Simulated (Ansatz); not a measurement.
# PbSe: the cost of one run

Program: Ansatz 0.2.0. Level of theory: DFT PBEsol, scalar-relativistic. These are calculated values, not measurements.

## 1. The starting structure

The structure is cubic, space group Fm-3m (No. 225). The conventional cell has a = 6.124 Å, b = 6.124 Å, c = 6.124 Å, α = 90.00°, β = 90.00°, γ = 90.00°. Pb (site symmetry m-3m) has 6 Se at 3.06 Å as nearest neighbours. Se (site symmetry m-3m) is surrounded by 6 Pb at 3.06 Å.

As a file:

```cif
data_structure
_symmetry_space_group_name_H-M 'P 1'
_symmetry_Int_Tables_number 1
_cell_length_a 4.3305
_cell_length_b 4.3305
_cell_length_c 4.3305
_cell_angle_alpha 60.000
_cell_angle_beta 60.000
_cell_angle_gamma 60.000
_cell_volume 57.43
loop_
_atom_site_label
_atom_site_type_symbol
_atom_site_fract_x
_atom_site_fract_y
_atom_site_fract_z
_atom_site_occupancy
Pb1 Pb 0.00000 0.00000 0.00000 1
Se1 Se 0.50000 0.50000 0.50000 1
```

Atoms are numbered in the order of the input: Pb1, Se2.

## 2. The deformed structure

Space group Fm-3m before, I4/mmm after.

## 3. LAPW, all electrons

input.yaml

```yaml
crystal:
  lattice:
    - [0.0, 3.06215, 3.0315285]
    - [3.06215, 0.0, 3.0315285]
    - [3.06215, 3.06215, 0.0]
  atoms:
    - { symbol: Pb, position: [0.0, 0.0, 0.0] }
    - { symbol: Se, position: [0.5, 0.5, 0.5] }
kpoints:
  mp_grid: { grid: [7, 7, 7] }
  band_path:
    path:
      - [0.0, 0.0, 0.0]
      - [0.0, 0.5, 0.5]
      - [0.25, 0.75, 0.5]
      - [0.0, 0.5, 0.0]
      - [0.0, 0.0, 0.0]
      - [0.5, 0.5, 0.0]
      - [0.3775380063, 0.6224619937, 0.0]
      - [-0.3775380063, 0.3775380063, 0.0]
      - [0.0, 0.0, 0.0]
    npoints: 5
scf:
  occupations: { method: fermi_dirac, width: 0.02 }
hamiltonian:
  xc: pbesol
  pseudopotentials: { kind: all_electron, lapw: { basis_error: 0.0005 } }
output:
  forces: true
  stress: true
  eigenvalues: true
```

Command:

```bash
ansatz run input.yaml --threads 1 --pin off --max-ram 3072MiB --backend cpu --events-out ev --progress --plain --runs-dir out
```

What time and memory should one allow on 1 thread of Intel Xeon Platinum 8375C at 2.90GHz (Ice Lake), shared host?

About 16 s, with a peak of 0.39 GiB.
